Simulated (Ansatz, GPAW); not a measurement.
## FeO: programs and potentials compared

```
Fe O
1.0
     3.06986    0.00000    0.00000
     1.56698    2.63981    0.00000
     1.56698    0.89210    2.48451
Fe O
1 1
Direct
  0.00000 0.00000 0.00000
  0.50000 0.50000 0.50000
```

Alike in all runs: task single point; functional PBE; k mesh 11 × 11 × 11; occupations gaussian, width 0.05 eV; collinear spin, ferromagnetic start; no spin-orbit coupling. Pressure is positive in compression and, in plane waves, holds the error of the finite cutoff, which Ansatz's Pulay term estimates and takes out.

| program and potentials | plane-wave cutoff (eV) | notes | pressure (GPa) | net moment per atom (μB) |
| --- | --- | --- | --- | --- |
| Ansatz, Ansatz PAW | 420 | 11 valence electrons an atom on average; Pulay term of +0.64 GPa included | -1.25 | 2.00 |
| Ansatz, all-electron LAPW, scalar-relativistic | - | - | -1.33 | 2.00 |
| GPAW, GPAW PAW data sets (gpaw-data 1.2.1) | 800 | 7 valence electrons an atom on average | -0.28 | 2.00 |

The pressure spans -1.33 (Ansatz, all-electron LAPW, scalar-relativistic) to -0.28 GPa (GPAW, GPAW PAW data sets (gpaw-data 1.2.1)), with all-electron results at -1.33. All agree on the net moment per atom. The state is the one that the start led to, which needn't be the lowest.

Differences between rows come from potentials, basis sets and numerical settings, since the functional is the same but for its coding. Runs on potential files found faulty are left out.
